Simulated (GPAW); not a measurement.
# B (Pm-3m) in GPAW: convergence with plane-wave cutoff (eV)

Aim: find how far plane-wave cutoff (eV) must go before the results for B settle, at r2SCAN+D3(BJ). This setting moves, with any that are tied to it; all else stays.

Everything below comes from runs of GPAW 26.7.0. Logs are shortened: lines on timing, memory, paths and dates and some standing lists are left out, and cuts for length are marked. The log counts tension as positive stress, the text compression.

## (1) The crystal as given

The structure is cubic, space group Pm-3m (No. 221). The conventional cell has a = 1.885 Å, b = 1.885 Å, c = 1.885 Å, α = 90.00°, β = 90.00°, γ = 90.00°. B (site symmetry m-3m) has 6 B at 1.89 Å as nearest neighbours.

The cell was built by a generator and needn't be a form met in nature.

## (2) With plane-wave cutoff (eV) 320

The input, run.py:

```python
import json
import numpy as np
import spglib
from ase import Atoms
from ase.calculators.mixing import SumCalculator
from ase.constraints import FixSymmetry
from ase.filters import FrechetCellFilter
from ase.io import write
from ase.optimize import BFGS
from ase.stress import full_3x3_to_voigt_6_stress, voigt_6_to_full_3x3_strain, voigt_6_to_full_3x3_stress
from ase.units import GPa
from dftd3.ase import DFTD3
from gpaw import GPAW, PW

atoms = Atoms(['B'],
              cell=[[1.88524, 0.0, 0.0],
                    [0.0, 1.88524, 0.0],
                    [0.0, 0.0, 1.88524]],
              scaled_positions=[[0.5, 0.5, 0.5]],
              pbc=True)

calc = GPAW(mode=PW(320),
            xc='MGGA_X_R2SCAN+MGGA_C_R2SCAN',
            kpts={'size': (10, 10, 10), 'gamma': True},
            occupations={'name': 'fermi-dirac', 'width': 0.05},
            nbands=7,
            convergence={'density': 1e-06, 'eigenstates': 1e-09},
            maxiter=150,
            symmetry={'tolerance': 0.001},
            txt='gpaw.txt')
atoms.calc = SumCalculator([calc, DFTD3(method='r2scan', damping='d3bj')])
atoms.set_constraint(FixSymmetry(atoms))
BFGS(FrechetCellFilter(atoms), trajectory='relax.traj', logfile='-').run(fmax=0.005, steps=40)
atoms.set_constraint()
energy = atoms.get_potential_energy()
forces = atoms.get_forces()
stress = atoms.get_stress()
calc.write('gs.gpw')
write('result.traj', atoms)
print('Cell:', atoms.cell.cellpar().round(4))
print(atoms.get_scaled_positions().round(5))

gpts = tuple(int(n) for n in calc.get_number_of_grid_points())
cell = atoms.cell[:].T
dataset = spglib.get_symmetry((atoms.cell[:], atoms.get_scaled_positions(), atoms.numbers), symprec=1e-4)
rotations = [cell @ w @ np.linalg.inv(cell) for w in dataset['rotations']]
strains, clamped, relaxed = [], [], []
for v in [0, 3]:
    for e in (-0.005, 0.005):
        voigt = np.zeros(6)
        voigt[v] = e
        F = voigt_6_to_full_3x3_strain(voigt)
        a = atoms.copy()
        a.set_cell(atoms.cell[:] @ F, scale_atoms=True)
        c = GPAW(mode=PW(320),
                 xc='MGGA_X_R2SCAN+MGGA_C_R2SCAN',
                 kpts={'size': (10, 10, 10), 'gamma': True},
                 occupations={'name': 'fermi-dirac', 'width': 0.05},
                 nbands=7,
                 convergence={'density': 1e-06, 'eigenstates': 1e-09},
                 maxiter=150,
                 symmetry={'tolerance': 0.001},
                 gpts=gpts,
                 txt=f'strain-{v}{e:+.3f}.txt')
        a.calc = SumCalculator([c, DFTD3(method='r2scan', damping='d3bj')])
        s0 = s1 = a.get_stress() - stress
        print(v, e, 'clamped', (s0 / GPa).round(3), 'relaxed', (s1 / GPa).round(3), flush=True)
        for R in rotations:  # images under the point group
            eps = R @ (F - np.eye(3)) @ R.T
            strains.append(full_3x3_to_voigt_6_stress(eps) * [1, 1, 1, 2, 2, 2])
            for s, rows in ((s0, clamped), (s1, relaxed)):
                rows.append(full_3x3_to_voigt_6_stress(R @ voigt_6_to_full_3x3_stress(s) @ R.T))

C0, C = (np.linalg.lstsq(np.array(strains), np.array(s), rcond=None)[0].T / GPa for s in (clamped, relaxed))
print('Clamped-ion Cij (GPa):')
print(C0.round(1))
print('Relaxed-ion Cij (GPa):')
print(C.round(1))
json.dump({'clamped': C0.tolist(), 'relaxed': C.tolist()}, open('elastic.json', 'w'))
```

Potentials or basis: GPAW PAW data sets (gpaw-data 1.2.1), pw.

On the command line:

```bash
OMP_NUM_THREADS=1 python run.py
```

gpaw.txt:

```text
__  _  _
 | _ |_)|_||  |
 |__||  | ||/\| - 26.7.0

Input parameters:
  mode=PW(ecut=320.0),
  convergence={'density': 1e-06, 'eigenstates': 1e-09},
  kpts=MonkhorstPack(size=(10, 10, 10), gamma=True),
  maxiter=150,
  nbands=7,
  occupations=Occupations(name='fermi-dirac', width=0.05),
  symmetry=Symmetry(tolerance=0.001),
  xc=XC(name='MGGA_X_R2SCAN+MGGA_C_R2SCAN')

Diagonalizing LCAO Hamiltonian
Converting LCAO to pw mode
  .----.
 *| B  |
 |.----.
 *----*

Atoms  # Å, Bohr magnetons
|   | symbol |        x |        y |        z |    initial magnetic moments |
|---|--------|----------|----------|----------|-----------------------------|
| 0 |      B | 0.942620 | 0.942620 | 0.942620 | ( 0.0000,  0.0000,  0.0000) |

Unit cell  # Å
| periodic |        x |        y |        z |  lengths |    angles |
|----------|----------|----------|----------|----------|-----------|
|      yes | 1.885240 | 0.000000 | 0.000000 | 1.885240 | 90.000000 |
|      yes | 0.000000 | 1.885240 | 0.000000 | 1.885240 | 90.000000 |
|      yes | 0.000000 | 0.000000 | 1.885240 | 1.885240 | 90.000000 |

Number of symmetries: 48
Symmetry operations  # r_c * U_cc + t_c -> r_c
|    | kind |            matrix            |
|----|------|------------------------------|
|  0 |  E   |  1, 0, 0,  0, 1, 0,  0, 0, 1 |
|  1 |  σ   |  1, 0, 0,  0, 1, 0,  0, 0,-1 |
|  2 |  σ   |  1, 0, 0,  0, 0, 1,  0, 1, 0 |
|  3 |  C4  |  1, 0, 0,  0, 0, 1,  0,-1, 0 |
|  4 |  C4  |  1, 0, 0,  0, 0,-1,  0, 1, 0 |
|  5 |  σ   |  1, 0, 0,  0, 0,-1,  0,-1, 0 |
|  6 |  σ   |  1, 0, 0,  0,-1, 0,  0, 0, 1 |
|  7 |  C2  |  1, 0, 0,  0,-1, 0,  0, 0,-1 |
|  8 |  σ   |  0, 1, 0,  1, 0, 0,  0, 0, 1 |
[... 146 lines left out ...]
SCF iterations
[... 322 lines left out ...]
|  5 |  σ   |  1, 0, 0,  0, 0,-1,  0,-1, 0 |
|  6 |  σ   |  1, 0, 0,  0,-1, 0,  0, 0, 1 |
|  7 |  C2  |  1, 0, 0,  0,-1, 0,  0, 0,-1 |
|  8 |  σ   |  0, 1, 0,  1, 0, 0,  0, 0, 1 |
[... 197 lines left out ...]
No gap
No difference between direct/indirect transitions

Stress tensor  # eV/Ang^3
|         x |         y |         z |
|-----------|-----------|-----------|
| -0.022396 |  0.000000 |  0.000000 |
|  0.000000 | -0.022396 |  0.000000 |
|  0.000000 |  0.000000 | -0.022396 |

Forces  # eV/Ang
|        x |       y |       z |
|----------|---------|---------|
| -0.00000 | 0.00000 | 0.00000 |  # B    0

Interpolating wave functions to new cell

       B

Atoms  # Å, Bohr magnetons
|   | symbol |        x |        y |        z |    initial magnetic moments |
|---|--------|----------|----------|----------|-----------------------------|
| 0 |      B | 0.926453 | 0.926453 | 0.926453 | ( 0.0000,  0.0000,  0.0000) |

Unit cell  # Å
| periodic |        x |        y |         z |  lengths |    angles |
|----------|----------|----------|-----------|----------|-----------|
|      yes | 1.852905 | 0.000000 | -0.000000 | 1.852905 | 90.000000 |
|      yes | 0.000000 | 1.852905 |  0.000000 | 1.852905 | 90.000000 |
|      yes | 0.000000 | 0.000000 |  1.852905 | 1.852905 | 90.000000 |

Number of symmetries: 48
Symmetry operations  # r_c * U_cc + t_c -> r_c
|    | kind |            matrix            |
|----|------|------------------------------|
|  0 |  E   |  1, 0, 0,  0, 1, 0,  0, 0, 1 |
|  1 |  σ   |  1, 0, 0,  0, 1, 0,  0, 0,-1 |
|  2 |  σ   |  1, 0, 0,  0, 0, 1,  0, 1, 0 |
|  3 |  C4  |  1, 0, 0,  0, 0, 1,  0,-1, 0 |
|  4 |  C4  |  1, 0, 0,  0, 0,-1,  0, 1, 0 |
|  5 |  σ   |  1, 0, 0,  0, 0,-1,  0,-1, 0 |
|  6 |  σ   |  1, 0, 0,  0,-1, 0,  0, 0, 1 |
|  7 |  C2  |  1, 0, 0,  0,-1, 0,  0, 0,-1 |
|  8 |  σ   |  0, 1, 0,  1, 0, 0,  0, 0, 1 |
[... 146 lines left out ...]
SCF iterations
|iter     | |      energy | eigst |  dens |
|---------|-|-------------|-------|-------|
|iter:   1| |   -6.502074 | -0.97 |       |
|iter:   2| |   -6.023305 | -1.38 | -2.03 |
|iter:   3| |   -6.023366 | -5.23 | -3.08 |
|iter:   4| |   -6.023368c| -7.45 | -3.09 |
|iter:   5| |   -6.023374c| -7.41 | -3.13 |
|iter:   6| |   -6.023376c| -7.52 | -3.46 |
|iter:   7| |   -6.023376c| -9.37c| -4.15 |
|iter:   8| |   -6.023376c|-10.08c| -4.22 |
|iter:   9| |   -6.023376c| -9.07c| -4.34 |
|iter:  10| |   -6.023376c| -9.24c| -4.37 |
|iter:  11| |   -6.023376c| -9.53c| -4.43 |
|iter:  12| |   -6.023376c| -9.53c| -4.77 |
|iter:  13| |   -6.023376c| -9.87c| -5.74 |
|iter:  14| |   -6.023376c|-11.67c| -6.17c|
[... 30 lines left out ...]
No gap
No difference between direct/indirect transitions

Stress tensor  # eV/Ang^3
|         x |         y |         z |
|-----------|-----------|-----------|
| -0.017815 |  0.000000 |  0.000000 |
|  0.000000 | -0.017815 |  0.000000 |
|  0.000000 |  0.000000 | -0.017815 |

Forces  # eV/Ang
|        x |       y |       z |
|----------|---------|---------|
| -0.00000 | 0.00000 | 0.00000 |  # B    0

# Writing to gs.gpw (mode='')
```

Wall time 1.7 min (1 thread of AMD EPYC 7R13 (Zen 3), shared host); peak memory 0.24 GiB.

Results:

```
Free energy                            : -6.1365 eV
Relaxed volume                         : 6.36 Å³/atom
Relaxed cell                           : a = 1.853 Å, b = 1.853 Å, c = 1.853 Å, α = 90.00°, β = 90.00°, γ = 90.00°
Space group after relaxing (to 0.05 Å) : Pm-3m (No. 221)
Pressure after relaxing                : 0.0 GPa
Band gap on the k mesh                 : none (metal or under the smearing width)
Elastic constants C11, C12, C44        : -102, 434, -1044 GPa
Voigt bulk modulus                     : 255 GPa
Dispersion energy per atom             : -0.110 eV
```

## (3) With plane-wave cutoff (eV) 400

run.py: that of step 2 with these lines changed.

```diff
@@ -21,3 +21,3 @@
 
-calc = GPAW(mode=PW(320),
+calc = GPAW(mode=PW(400),
             xc='MGGA_X_R2SCAN+MGGA_C_R2SCAN',
@@ -54,3 +54,3 @@
         a.set_cell(atoms.cell[:] @ F, scale_atoms=True)
-        c = GPAW(mode=PW(320),
+        c = GPAW(mode=PW(400),
                  xc='MGGA_X_R2SCAN+MGGA_C_R2SCAN',
```

Potentials or basis: GPAW PAW data sets (gpaw-data 1.2.1), pw.

On the command line:

```bash
OMP_NUM_THREADS=1 python run.py
```

Run time: 1.8 min. Hardware: 1 thread of AMD EPYC 7R13 (Zen 3), shared host; peak memory 0.23 GiB.

Results:

```yaml
Free_energy: -6.2371 eV
Relaxed_volume: 6.57 Å³/atom
Relaxed_cell: a = 1.872 Å, b = 1.872 Å, c = 1.872 Å, α = 90.00°, β = 90.00°, γ = 90.00°
Space_group_after_relaxing_to_0.05_Å: Pm-3m (No. 221)
Pressure_after_relaxing: 0.0 GPa
Band_gap_on_the_k_mesh: none (metal or under the smearing width)
Elastic_constants_C11_C12_C44: -27, 370, -957 GPa
Voigt_bulk_modulus: 238 GPa
Dispersion_energy_per_atom: -0.107 eV
```

## (4) With plane-wave cutoff (eV) 500

run.py: that of step 3 with these lines changed.

```diff
@@ -21,3 +21,3 @@
 
-calc = GPAW(mode=PW(400),
+calc = GPAW(mode=PW(500),
             xc='MGGA_X_R2SCAN+MGGA_C_R2SCAN',
@@ -54,3 +54,3 @@
         a.set_cell(atoms.cell[:] @ F, scale_atoms=True)
-        c = GPAW(mode=PW(400),
+        c = GPAW(mode=PW(500),
                  xc='MGGA_X_R2SCAN+MGGA_C_R2SCAN',
```

On the command line:

```bash
OMP_NUM_THREADS=1 python run.py
```

Wall time 1.9 min (1 thread of AMD EPYC 7R13 (Zen 3), shared host); peak memory 0.25 GiB.

Results:

```
Free energy                            : -6.2501 eV
Relaxed volume                         : 6.62 Å³/atom
Relaxed cell                           : a = 1.877 Å, b = 1.877 Å, c = 1.877 Å, α = 90.00°, β = 90.00°, γ = 90.00°
Space group after relaxing (to 0.05 Å) : Pm-3m (No. 221)
Pressure after relaxing                : 0.0 GPa
Band gap on the k mesh                 : none (metal or under the smearing width)
Elastic constants C11, C12, C44        : -3, 352, -912 GPa
Voigt bulk modulus                     : 233 GPa
Dispersion energy per atom             : -0.106 eV
```

## (5) With plane-wave cutoff (eV) 600

run.py: that of step 4 with these lines changed.

```diff
@@ -21,3 +21,3 @@
 
-calc = GPAW(mode=PW(500),
+calc = GPAW(mode=PW(600),
             xc='MGGA_X_R2SCAN+MGGA_C_R2SCAN',
@@ -54,3 +54,3 @@
         a.set_cell(atoms.cell[:] @ F, scale_atoms=True)
-        c = GPAW(mode=PW(500),
+        c = GPAW(mode=PW(600),
                  xc='MGGA_X_R2SCAN+MGGA_C_R2SCAN',
```

On the command line:

```bash
OMP_NUM_THREADS=1 python run.py
```

Run time: 1.8 min. Hardware: 1 thread of AMD EPYC 7R13 (Zen 3), shared host; peak memory 0.24 GiB.

It converged, with:

```yaml
Free_energy: -6.2536 eV
Relaxed_volume: 6.61 Å³/atom
Relaxed_cell: a = 1.877 Å, b = 1.877 Å, c = 1.877 Å, α = 90.00°, β = 90.00°, γ = 90.00°
Space_group_after_relaxing_to_0.05_Å: Pm-3m (No. 221)
Pressure_after_relaxing: 0.0 GPa
Band_gap_on_the_k_mesh: none (metal or under the smearing width)
Elastic_constants_C11_C12_C44: -1, 352, -913 GPa
Voigt_bulk_modulus: 234 GPa
Dispersion_energy_per_atom: -0.106 eV
```

## (6) With plane-wave cutoff (eV) 700

run.py: that of step 5 with these lines changed.

```diff
@@ -21,3 +21,3 @@
 
-calc = GPAW(mode=PW(600),
+calc = GPAW(mode=PW(700),
             xc='MGGA_X_R2SCAN+MGGA_C_R2SCAN',
@@ -54,3 +54,3 @@
         a.set_cell(atoms.cell[:] @ F, scale_atoms=True)
-        c = GPAW(mode=PW(600),
+        c = GPAW(mode=PW(700),
                  xc='MGGA_X_R2SCAN+MGGA_C_R2SCAN',
```

Potentials or basis: GPAW PAW data sets (gpaw-data 1.2.1), pw.

On the command line:

```bash
OMP_NUM_THREADS=1 python run.py
```

Wall time 2.2 min (1 thread of AMD EPYC 7R13 (Zen 3), shared host); peak memory 0.24 GiB.

It converged, with:

- Free energy: -6.2582 eV
- Relaxed volume: 6.61 Å³/atom
- Relaxed cell: a = 1.877 Å, b = 1.877 Å, c = 1.877 Å, α = 90.00°, β = 90.00°, γ = 90.00°
- Space group after relaxing (to 0.05 Å): Pm-3m (No. 221)
- Pressure after relaxing: 0.0 GPa
- Band gap on the k mesh: none (metal or under the smearing width)
- Elastic constants C11, C12, C44: 1, 352, -913 GPa
- Voigt bulk modulus: 235 GPa
- Dispersion energy per atom: -0.106 eV

## (7) With plane-wave cutoff (eV) 800

run.py: that of step 6 with these lines changed.

```diff
@@ -21,3 +21,3 @@
 
-calc = GPAW(mode=PW(700),
+calc = GPAW(mode=PW(800),
             xc='MGGA_X_R2SCAN+MGGA_C_R2SCAN',
@@ -54,3 +54,3 @@
         a.set_cell(atoms.cell[:] @ F, scale_atoms=True)
-        c = GPAW(mode=PW(700),
+        c = GPAW(mode=PW(800),
                  xc='MGGA_X_R2SCAN+MGGA_C_R2SCAN',
```

On the command line:

```bash
OMP_NUM_THREADS=1 python run.py
```

It took 2.3 min on 1 thread of AMD EPYC 7R13 (Zen 3), shared host; peak memory 0.27 GiB.

It converged, with:

```yaml
Free_energy: -6.2626 eV
Relaxed_volume: 6.61 Å³/atom
Relaxed_cell: a = 1.877 Å, b = 1.877 Å, c = 1.877 Å, α = 90.00°, β = 90.00°, γ = 90.00°
Space_group_after_relaxing_to_0.05_Å: Pm-3m (No. 221)
Pressure_after_relaxing: 0.0 GPa
Band_gap_on_the_k_mesh: none (metal or under the smearing width)
Elastic_constants_C11_C12_C44: 3, 350, -909 GPa
Voigt_bulk_modulus: 234 GPa
Dispersion_energy_per_atom: -0.106 eV
```

## (8) With plane-wave cutoff (eV) 960

run.py: that of step 7 with these lines changed.

```diff
@@ -21,3 +21,3 @@
 
-calc = GPAW(mode=PW(800),
+calc = GPAW(mode=PW(960),
             xc='MGGA_X_R2SCAN+MGGA_C_R2SCAN',
@@ -54,3 +54,3 @@
         a.set_cell(atoms.cell[:] @ F, scale_atoms=True)
-        c = GPAW(mode=PW(800),
+        c = GPAW(mode=PW(960),
                  xc='MGGA_X_R2SCAN+MGGA_C_R2SCAN',
```

On the command line:

```bash
OMP_NUM_THREADS=1 python run.py
```

Wall time 2.7 min (1 thread of AMD EPYC 7R13 (Zen 3), shared host); peak memory 0.29 GiB.

The run converged. Its results:

```yaml
Free_energy: -6.2668 eV
Relaxed_volume: 6.62 Å³/atom
Relaxed_cell: a = 1.877 Å, b = 1.877 Å, c = 1.877 Å, α = 90.00°, β = 90.00°, γ = 90.00°
Space_group_after_relaxing_to_0.05_Å: Pm-3m (No. 221)
Pressure_after_relaxing: 0.0 GPa
Band_gap_on_the_k_mesh: none (metal or under the smearing width)
Elastic_constants_C11_C12_C44: 8, 347, -903 GPa
Voigt_bulk_modulus: 234 GPa
Dispersion_energy_per_atom: -0.106 eV
```

## (9) The series at a glance

```tsv
plane-wave cutoff (eV)	energy less the tightest run, at zero smearing (meV/atom)	pressure (GPa)	SCF cycles	CPU time (s)	peak memory (GiB)
320	130.41	0.05	11	100	0.24
400	29.73	-0.01	11	110	0.23
500	16.71	0.02	11	110	0.25
600	13.22	0.02	11	110	0.24
700	8.56	0.03	11	130	0.24
800	4.14	0.02	11	140	0.27
960	0.00	0.02	11	160	0.29
```

Against the tightest run, the pressure stays within 0.1 GPa from 320 on. Not settled before the last step: the energy (to 1 meV/atom). The tightest run that finished is the yardstick and may itself not be fully converged.

Caveats: the density grid can change from cell to cell, which puts small steps into energies and stress; the elastic tensor has a negative eigenvalue, so either the cell is unstable as it stands or the mesh is too thin; the PAW data sets were made with another functional, which shifts forces and pressure a little; pairwise dispersion overbinds metals, which lowers pressure and volume.
